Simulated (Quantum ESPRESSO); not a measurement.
Crystal: RbCl.

```
CELL_PARAMETERS angstrom
0.00000 3.27400 3.27400
3.27400 0.00000 3.27400
3.27400 3.27400 0.00000
ATOMIC_POSITIONS crystal
Rb 0.00000 0.00000 0.00000
Cl 0.50000 0.50000 0.50000
```

| Property | Result |
| --- | --- |
| Program | Quantum ESPRESSO 7.5 |
| Task | single point |
| Functional | PBE |
| Potentials or basis | SSSP 1.3 efficiency PBE |
| Cutoff | 816 eV |
| Density cutoff | 5987 eV |
| k mesh | 7 × 7 × 7 |
| Occupations | fermi-dirac, width 0.05 eV |
| Spin | no spin polarisation |

On this cell: pressure 1.2 GPa; largest force zero by symmetry; band gap on the k mesh 5.05 eV, direct.

The same run follows on a disturbed copy (atoms moved at random, drawn with an rms of 0.05 Å):

```
Rb Cl
1.0
     0.00000    3.27400    3.27400
     3.27400    0.00000    3.27400
     3.27400    3.27400    0.00000
Rb Cl
1 1
Direct
  0.98821 0.00202 0.00602
  0.48568 0.49733 0.50592
```

Task: What does the disturbed cell give?

Result: The energy moves by +0.3 meV/atom; pressure 1.2 GPa; largest force 0.040 eV/Å; band gap on the k mesh 5.05 eV, direct.

Forces in eV/Å, atoms in the order of the input:
```
Rb  -0.021 -0.012 -0.032
Cl   0.021  0.012  0.032
```

Caveats: an odd mesh through Γ misses points on the zone boundary, where band edges often lie.
